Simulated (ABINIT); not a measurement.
# NaI (Fm-3m): G0W0 with and without spin-orbit coupling, part 2 of 2

Is the spin-orbit change of the gap of NaI (Fm-3m) the same in DFT and in GW?

ABINIT 10.8.3; PBE and many-body steps on it, plane waves. Known limits of the many-body steps: not at the basis limit; screening head approximate; no spin-orbit coupling in some runs.

So far. Step 4 (Scalar-relativistic): The gap on the mesh goes from 3.64 eV to 5.46 eV, a correction of +1.82 eV. Step 5 (Empty states on the mesh, 4×4×4 mesh, 118 bands): On this mesh the gap is 3.299 eV.

## (6) Screening, 4×4×4 mesh, 108 bands, screening to 98 eV

This step: RPA screening on PBE with spin-orbit coupling, plane waves, norm-conserving pseudopotentials.

File run.abi:

```
acell 3*1.0 Angstrom
rprim 
  0.000000000000 3.236400000000 3.236400000000
  3.236400000000 -0.000000000000 3.236400000000
  3.236400000000 3.236400000000 -0.000000000000
ntypat 2
znucl 11 53
natom 2
typat 1 2
xred 
  0.000000000000 0.000000000000 0.000000000000
  0.500000000000 0.500000000000 0.500000000000
pp_dirpath "pseudos"
pseudos "Na.upf, I.upf"
ecut 38
nspinor 2
ngkpt 4 4 4
nshiftk 1
shiftk 0 0 0
kptopt 1
chksymbreak 0
istwfk *1
occopt 1
irdwfk 1
optdriver 3
nband 108
ecuteps 3.6
inclvkb 0
awtr 1
symchi 1
indata_prefix "in"
outdata_prefix "out"
tmpdata_prefix "tmp"
```

On the command line:

```
OMP_NUM_THREADS=1 mpirun -n 4 abinit run.abi > log
```

Numbers of over 12 decimals in the logs are rounded to 6 here.

What it wrote:

```text
.Version 10.8.3 of ABINIT. v10.8.2 released Aug 2026.

 Symmetries : space group Fm -3 m (#225); Bravais cF (face-center cubic)
[... echo of the input left out ...]
== DATASET  1 ==================================================================
-   mpi_nproc: 4, omp_nthreads: 1 (-1 if OMP is not activated)

--- !DatasetInfo
iteration_state: {dtset: 1, }
dimensions: {natom: 2, nkpt: 8, mband: 108, nsppol: 1, nspinor: 2, nspden: 1, mpw: 5124, }
cutoff_energies: {ecut:  38.0, pawecutdg:  -1.0, }
electrons: {nelect:   1.60000000E+01, charge:   0.00000000E+00, occopt:   1.00000000E+00, tsmear:   1.00000000E-02, }

 SCREENING: Calculation of the susceptibility and dielectric matrices

 Based on a program developped by R.W. Godby, V. Olevano, G. Onida, and L. Reining.
 Incorporated in ABINIT by V. Olevano, G.-M. Rignanese, and M. Torrent.
.Using double precision arithmetic ; gwpc =  8

[... cell and pseudopotentials left out ...]
--------------------------------------------------------------------------------

 ==== K-mesh for the wavefunctions ====
 Number of points in the irreducible wedge :     8
[... list of points left out ...]
 Together with 48 symmetry operations and time-reversal symmetry
 yields    64 points in the full Brillouin Zone.

 ==== Q-mesh for the screening function ====
 Number of points in the irreducible wedge :     8
[... list of points left out ...]
 Together with 48 symmetry operations and time-reversal symmetry
 yields    64 points in the full Brillouin Zone.

 setmesh: FFT mesh size selected  =    32x   32x   32
          total number of points  =        32768

 vcoul_init : cutoff-mode = AUXILIARY_FUNCTION
 q-points for optical limit:   1
     1)      0.000010    0.000020    0.000030

- screening: taking advantage of time-reversal symmetry
- Maximum band index for partially occupied states nbvw = 16
- Remaining bands to be divided among processors   nbcw = 92
- Number of bands treated by each node ~23

 Number of electrons calculated from density =   16.0000; Expected =   16.0000
 average of density, n =  0.034971
 r_s =    1.8970
 omega_plasma =   18.0389 [eV]

 calculating chi0 at frequencies [eV] :
  1    0.000000E+00    0.000000E+00
  2    0.000000E+00    1.803886E+01

--------------------------------------------------------------------------------
  q-point number  1        q = ( 0.000000, 0.000000, 0.000000) [r.l.u.]
--------------------------------------------------------------------------------
[... chi0 elements left out ...]
 For q-point:  0.000010 0.000020 0.000030
  dielectric constant =   2.9508
  dielectric constant without local fields =   3.5128

  Average fulfillment of the sum rule on Im[epsilon] for q-point    1 :     51.24  [%]
[... wings left out ...]
  q-point number  2        q = ( 0.250000, 0.000000, 0.000000) [r.l.u.]
--------------------------------------------------------------------------------
[... chi0 elements left out ...]
  Average fulfillment of the sum rule on Im[epsilon] for q-point    2 :     63.84  [%]

 [... 6 further q-points ...]
```

The job ended after 80 s (4 MPI ranks of Arm Neoverse V1, shared host; peak memory 1.8 GiB; 5.3 min of CPU time).

Numbers from this step:

* ε∞ with local fields, on this mesh, along the program's q direction: 2.951
* the same without local fields: 3.513
* plasma frequency: 18.04 eV
* plane waves in the screening matrix: 169

## (7) With spin-orbit coupling

This step: G0W0 on PBE with spin-orbit coupling, plane waves, norm-conserving pseudopotentials.

Edit run.abi of step 6 so:

```diff
@@ -24,8 +24,15 @@
 irdwfk 1
-optdriver 3
+optdriver 4
 nband 108
+gwcalctyp 0
+ecutsigx 38
+symsigma 0
+nkptgw 1
+kptgw 
+  0.0000000000 0.0000000000 0.0000000000
+bdgw 
+  13 22
 ecuteps 3.6
-inclvkb 0
-awtr 1
-symchi 1
+irdscr 1
+ppmodel 1
 indata_prefix "in"
```

What it wrote:

```text
.Version 10.8.3 of ABINIT. v10.8.2 released Aug 2026.

 Symmetries : space group Fm -3 m (#225); Bravais cF (face-center cubic)
[... echo of the input left out ...]
== DATASET  1 ==================================================================
-   mpi_nproc: 4, omp_nthreads: 1 (-1 if OMP is not activated)

--- !DatasetInfo
iteration_state: {dtset: 1, }
dimensions: {natom: 2, nkpt: 8, mband: 108, nsppol: 1, nspinor: 2, nspden: 1, mpw: 5124, }
cutoff_energies: {ecut:  38.0, pawecutdg:  -1.0, }
electrons: {nelect:   1.60000000E+01, charge:   0.00000000E+00, occopt:   1.00000000E+00, tsmear:   1.00000000E-02, }

 SIGMA: Calculation of the GW corrections

 Based on a program developped by R.W. Godby, V. Olevano, G. Onida, and L. Reining.
 Incorporated in ABINIT by V. Olevano, G.-M. Rignanese, and M. Torrent.
.Using double precision arithmetic ; gwpc =  8

[... cell and pseudopotentials left out ...]
--------------------------------------------------------------------------------

 ==== K-mesh for the wavefunctions ====
 Number of points in the irreducible wedge :     8
[... list of points left out ...]
 Together with 48 symmetry operations and time-reversal symmetry
 yields    64 points in the full Brillouin Zone.

 ==== Q-mesh for screening function ====
 Number of points in the irreducible wedge :     8
[... list of points left out ...]
 Together with 48 symmetry operations and time-reversal symmetry
 yields    64 points in the full Brillouin Zone.

 vcoul_init : cutoff-mode = AUXILIARY_FUNCTION
 q-points for optical limit:   1
     1)      0.000010    0.000020    0.000030
 setmesh: FFT mesh size selected  =    50x   50x   50
          total number of points  =       125000

 Number of electrons calculated from density =   16.0000; Expected =   16.0000
[...]
number of symmetry operations                      48
 number of k-points in BZ                           64
 number of q-points in BZ                           64
 number of frequencies for dSigma/dE                 9
 frequency step for dSigma/dE [eV]                0.25
 number of omega for Sigma on real axis              0
 max omega for Sigma on real axis  [eV]           0.00
 zcut for avoiding poles [eV]                     0.10

 EPSILON^-1 parameters (SCR file):
 dimension of the eps^-1 matrix on file            169
 dimension of the eps^-1 matrix used               169
 number of plane-waves for wavefunctions          5065
 number of bands                                   108
 number of q-points in IBZ                           8
 number of frequencies                               2
 number of real frequencies                          1
 number of imag frequencies                          1

 matrix elements of self-energy operator (all in [eV])

 Perturbative Calculation

--- !SelfEnergy_ee
iteration_state: {dtset: 1, }
kpoint     : [   0.000,    0.000,    0.000, ]
spin       : 1
KS_gap     :    3.299
QP_gap     :    5.108
Delta_QP_KS:    1.809
data: !SigmaeeData |
     Band     E0 <VxcDFT>   SigX SigC(E0)      Z dSigC/dE  Sig(E)    E-E0       E
       13   0.455 -11.307 -14.140   1.537   0.806  -0.241 -12.351  -1.044  -0.589
       14   0.455 -11.307 -14.149   1.539   0.806  -0.241 -12.357  -1.050  -0.596
       15   0.455 -11.307 -14.156   1.542   0.806  -0.241 -12.360  -1.053  -0.598
[...]
21   8.065  -7.148  -3.082  -3.065   0.828  -0.207  -6.319   0.829   8.894
       22   8.065  -7.148  -3.080  -3.067   0.828  -0.207  -6.319   0.829   8.894

== END DATASET(S) ==============================================================
================================================================================

 -outvars: echo values of variables after computation  --------
           etotal      0.0000000000E+00
            nband         108
             nkpt           8
          spgroup         225
 [... the other variables as echoed above ...]

 Calculation completed.
```

Wall time 77 s (4 MPI ranks); peak memory 1.6 GiB; 5.1 min of CPU time.

This step gave:

* G0W0 gap on the points computed: 5.103 eV
* starting gap on the mesh: 3.299 eV
* k of the valence top: 0, 0, 0
* k of the conduction bottom: 0, 0, 0
* Z at the valence top: 0.806
* Z at the conduction bottom: 0.84
* least direct G0W0 gap on the computed points: 5.103 eV

Against G0W0 in ABINIT (4×4×4 mesh, 54 bands, screening to 98 eV, Godby-Needs plasmon pole), the gap moves by −0.352 eV.

## (8) The runs together

Times are wall times on 4 MPI ranks of Arm Neoverse V1, shared host, good to a factor of about two. A run's time includes the screening step that it read.

```csv
run,mesh,bands,screening cutoff (eV),DFT gap (eV),gap on the mesh (eV),direct (eV),ε∞ used,time
scalar-relativistic,4×4×4,54,98,3.639,5.455,5.455,2.92,14 s
with spin-orbit coupling,4×4×4,108,98,3.299,5.103,5.103,2.95,2.6 min
```

## (9) What came out

* scalar-relativistic: 5.455 eV
* with spin-orbit coupling: 5.103 eV
* known limits: not at the basis limit; screening head approximate; no spin-orbit coupling in some runs

**Reading.** With spin-orbit coupling: −0.352 eV against scalar-relativistic, −0.340 eV of it in the start. Bands and cutoff are finite, so the gap is not at the basis limit. The miss can reach some tenths of an eV and take either sign; the mesh is an error of its own. In the G0W0 runs levels were corrected at 1 k point alone, so a gap called «on the mesh» is the least over those, and an edge elsewhere would be missed. The long-wavelength limit of the screening leaves out the non-local commutator, which shifts ε∞.

[Paths, hosts, dates, memory and timing lines, banners, echoed tables and standing remarks are left out of the program output.]

[Logs are printed without paths, hosts, clocks, repeated set-up lines and the standing remarks that a program may print on its own settings, such as how far it seeks lower states.]

[Runs of the session that timed out or met a known fault of the program may be left out.]

[Hosts, paths, dates, database ids (printed as entryN), source tags and the programs' standing remarks are cut or masked in the printed files.]

[G0W0 gaps are taken among the corrected bands and points alone; a level outside them can change the order at an edge.]

[Where Ansatz stands beside ABINIT at settings called matched, ABINIT's density can come from a denser mesh and the files from another edition; pairs whose starting gaps differed by over 0.03 eV were left out, so agreement reads better than it is.]
